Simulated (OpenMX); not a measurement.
Crystal: WC.

```
W C
1.0
     0.00000    2.30211    2.30211
     2.30211    0.00000    2.30211
     2.30211    2.30211    0.00000
W C
1 1
Direct
  0.00000 0.00000 0.00000
  0.75000 0.75000 0.75000
```

The cell was built by a generator and needn't be a form met in nature.

Base run:

```yaml
Program: OpenMX 3.8.5
Functional: PBE
Potentials_or_basis: OpenMX 2013 PBE set, W7.0-s3p2d2f1, C6.0-s2p2d1, grid cutoff 400 Ry
k_mesh: 7 × 7 × 7
Occupations: fermi-dirac, width 0.05 eV
Spin: no spin polarisation
```

Its results: pressure 18.0 GPa.

The run is repeated on the same cell with these changes: functional from PBE to LDA; potentials or basis from OpenMX 2013 PBE set, W7.0-s3p2d2f1, C6.0-s2p2d1, grid cutoff 400 Ry to OpenMX 2013 LDA set, W7.0-s3p2d2f1, C6.0-s2p2d1, grid cutoff 400 Ry. What comes out?

Pressure 6.7 GPa.

Caveats: the basis of atomic orbitals isn't converged, which shifts pressures, moduli and gaps.
